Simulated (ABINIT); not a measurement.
The system is Eu.

```
Eu
1.0
    -2.30300    2.30300    2.30300
     2.30300   -2.30300    2.30300
     2.30300    2.30300   -2.30300
Eu
1
Direct
  0.00000 0.00000 0.00000
```

Base run:

* Program: ABINIT 10.8.3 (patched build)
* Functional: r2SCAN
* Potentials or basis: Ansatz PAW PBE default generated set, frozen core
* Cutoff: 490 eV
* k mesh: 8 × 8 × 8
* Occupations: fermi-dirac, width 0.05 eV
* Spin: collinear spin, ferromagnetic start
* Starting moments: [7.0] μB

Its results: band gap on the k mesh none (metal or under the smearing width); pressure -1.3 GPa; net moment 7.75 μB per cell; site moments Eu +7.00 μB.

Problem. The run is repeated on the same cell with these changes: potentials or basis from Ansatz PAW PBE default generated set, frozen core to JTH PAW PBE v2.0; cutoff from 490 eV to 653 eV; fine-grid cutoff from 979.61 eV to 1251.72 eV. What comes out?

Solution. Band gap on the k mesh none (metal or under the smearing width); pressure -2.0 GPa; net moment 7.77 μB per cell; site moments Eu +6.91 μB.

Caveats: the PAW data sets were made with another functional, which shifts forces and pressure a little; spin-orbit coupling is left out, which moves the levels of the heavy elements.
